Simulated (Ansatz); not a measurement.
## In₂O₃, one structure, two calculations

Cell: an entry of the Crystallography Open Database (COD) whose atoms were relaxed with PBE, the cell held.

```cif
data_structure
_symmetry_space_group_name_H-M 'P 1'
_symmetry_Int_Tables_number 1
_cell_length_a 8.7642
_cell_length_b 8.7642
_cell_length_c 8.7642
_cell_angle_alpha 109.471
_cell_angle_beta 109.471
_cell_angle_gamma 109.471
_cell_volume 518.22
loop_
_atom_site_label
_atom_site_type_symbol
_atom_site_fract_x
_atom_site_fract_y
_atom_site_fract_z
_atom_site_occupancy
In1 In 0.50006 0.50006 0.50006 1
In2 In 0.50000 0.00000 0.99994 1
In3 In 0.99994 0.50000 0.00000 1
In4 In 0.00000 0.99994 0.50000 1
In5 In 0.25000 0.21623 0.96623 1
In6 In 0.75000 0.28377 0.53377 1
In7 In 0.96623 0.25000 0.21623 1
In8 In 0.53377 0.75000 0.28377 1
In9 In 0.21623 0.96623 0.25000 1
In10 In 0.28377 0.53377 0.75000 1
In11 In 0.25000 0.71630 0.46630 1
In12 In 0.75000 0.78370 0.03370 1
In13 In 0.46630 0.25000 0.71630 1
In14 In 0.03370 0.75000 0.78370 1
In15 In 0.71630 0.46630 0.25000 1
In16 In 0.78370 0.03370 0.75000 1
O17 O 0.45418 0.46386 0.22744 1
O18 O 0.73642 0.22674 0.27256 1
O19 O 0.04582 0.27326 0.00969 1
O20 O 0.76358 0.03614 0.49031 1
O21 O 0.22744 0.45418 0.46386 1
O22 O 0.27256 0.73642 0.22674 1
O23 O 0.00969 0.04582 0.27326 1
O24 O 0.49031 0.76358 0.03614 1
O25 O 0.46386 0.22744 0.45418 1
O26 O 0.22674 0.27256 0.73642 1
O27 O 0.27326 0.00969 0.04582 1
O28 O 0.03614 0.49031 0.76358 1
O29 O 0.77256 0.54577 0.53609 1
O30 O 0.50968 0.23647 0.96391 1
O31 O 0.72744 0.26353 0.77320 1
O32 O 0.99032 0.95423 0.72680 1
O33 O 0.53609 0.77256 0.54577 1
O34 O 0.96391 0.50968 0.23647 1
O35 O 0.77320 0.72744 0.26353 1
O36 O 0.72680 0.99032 0.95423 1
O37 O 0.54577 0.53609 0.77256 1
O38 O 0.23647 0.96391 0.50968 1
O39 O 0.26353 0.77320 0.72744 1
O40 O 0.95423 0.72680 0.99032 1
```

Sites (sets of like atoms) are named by element and the number of their first atom in this list.

First run. Computed with Ansatz: DFT, PBE, plane waves and PAW, scalar-relativistic, 420 eV cutoff, Γ-centred 3×3×3 k-points, Fermi–Dirac smearing 0.02 eV.

```
site  atom  V_zz (10²¹ V/m²)     η
 In1     1              8.36  0.00
 In5     5              5.28  0.96
   O    17             -2.51  0.43
```

Second run. The same atoms and settings, except that spin–orbit coupling is included (fully relativistic PAW files).

**Question.** What does the second run give?

**Answer.** 

```csv
site,atom,V_zz,η,change of V_zz
In1,1,8.30,0.00,-0.06
In5,5,5.24,0.95,-0.04
O,17,-2.51,0.43,0.00
```

The largest change of V_zz is on In1, from 8.36 to 8.30. In per cent, |V_zz| changes by -1 on In, 0 on O (all sites that start above 0.5).

At this cell the PBE pressure is 8 GPa, so with PBE the cell would grow if it were relaxed. The database positions were far from equilibrium, so the relaxed structure may not be the compound's real one.
